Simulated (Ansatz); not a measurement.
# Ti in Ansatz: the effect of functional

Ti:

```xyz
2
Lattice="2.9695 0.0000 0.0000 -1.4848 2.5717 0.0000 0.0000 0.0000 4.7110" Properties=species:S:1:pos:R:3 pbc="T T T"
Ti    1.4848    0.8572    3.5332
Ti    0.0000    1.7145    1.1777
```

The cell isn't the ideal one: volume scaled by 1.02.

Alike in all runs:

```yaml
Program: Ansatz 0.2.0
Task: single point
Potentials_or_basis: Ansatz PAW
k_mesh: 10 × 10 × 6
Occupations: fermi-dirac, width 0.05 eV
Spin: no spin polarisation
```

```tsv
functional	cutoff	pressure (GPa)
LDA	420 eV (not typed: the program's choice for these potentials)	-11.5
r2SCAN	500 eV (not typed: the program's choice for these potentials)	?
PBE	420 eV (not typed: the program's choice for these potentials)	-3.5
```

**Question.** What does the run with functional r2SCAN give?

**Answer.** Pressure -4.2 GPa.

Caveats: the PAW data sets come from PBE, with cores solved anew for the run's functional, which leaves a small shift of forces and pressure (some runs).
